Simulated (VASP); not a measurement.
Set up this calculation in VASP 6.6.1, as the native input.

```
Task                   : band structure
Functional             : PBE
Dispersion             : D3(BJ)
Potentials or basis    : VASP PAW PBE potentials, release 64 (Si, Mg)
Cutoff                 : 520 eV
k mesh                 : 8 × 8 × 8
Occupations            : gaussian, width 0.02 eV
Spin                   : no spin polarisation
Further INCAR settings : ALGO = Fast; EDIFF = 1e-06; NBANDS = 11
```

The structure of Mg2Si lies in POSCAR:

```
Mg2Si                                   
1.0
   -0.0000000000      3.1345504826      3.1345504826
    3.1345504826      0.0000000000      3.1345504826
    3.1345504826      3.1345504826      0.0000000000
  Si              Mg            
     1     2
Direct
     0.0000000000000000    0.0000000000000000    0.0000000000000000
     0.2500000000000000    0.2500000000000000    0.2500000000000000
     0.7500000000000000    0.7500000000000000    0.7500000000000000
```

The cell was built by a generator and needn't be a form met in nature.

One way to write it, as run:

INCAR

```
PREC = Accurate ; ENCUT = 520
EDIFF = 1E-6 ; ISMEAR = 0
SIGMA = 0.02 ; LREAL = False
LASPH = True ; NELM = 100
ALGO = Fast ; ISIF = 2
LWAVE = False ; LCHARG = False
GGA = PE ; IVDW = 12
NBANDS = 11
```

KPOINTS

```
Automatic mesh
0
Gamma
  8 8 8
```

KPOINTS_OPT

```
path GXWKGLUWLK,UX
10
line-mode
reciprocal
 0.0000000000  0.0000000000  0.0000000000  G
 0.5000000000  0.0000000000  0.5000000000  X

 0.5000000000  0.0000000000  0.5000000000  X
 0.5000000000  0.2500000000  0.7500000000  W

 0.5000000000  0.2500000000  0.7500000000  W
 0.3750000000  0.3750000000  0.7500000000  K

 0.3750000000  0.3750000000  0.7500000000  K
 0.0000000000  0.0000000000  0.0000000000  G

 0.0000000000  0.0000000000  0.0000000000  G
 0.5000000000  0.5000000000  0.5000000000  L

 0.5000000000  0.5000000000  0.5000000000  L
 0.6250000000  0.2500000000  0.6250000000  U

 0.6250000000  0.2500000000  0.6250000000  U
 0.5000000000  0.2500000000  0.7500000000  W

 0.5000000000  0.2500000000  0.7500000000  W
 0.5000000000  0.5000000000  0.5000000000  L

 0.5000000000  0.5000000000  0.5000000000  L
 0.3750000000  0.3750000000  0.7500000000  K

 0.6250000000  0.2500000000  0.6250000000  U
 0.5000000000  0.0000000000  0.5000000000  X
```

Potentials or basis: VASP PAW PBE potentials, release 64 (Si, Mg).

Command:

```sh
$ cat potpaw_PBE.64/Si/POTCAR potpaw_PBE.64/Mg/POTCAR > POTCAR
$ mpirun -np 1 vasp_std > vasp.out
```

It gave:

* Pressure: 0.0 GPa
* Band gap on the k mesh: 0.16 eV, indirect (least direct gap 2.11 eV)
* Band gap along the path: 0.16 eV, indirect (least direct gap 2.11 eV)
* Dispersion energy per atom: -0.308 eV

It took 44 s on 1 thread of Intel(R) Xeon(R) Platinum 8259CL CPU @ 2.50GHz (Skylake/Cascade Lake), on a shared host, peak memory 0.22 GiB.
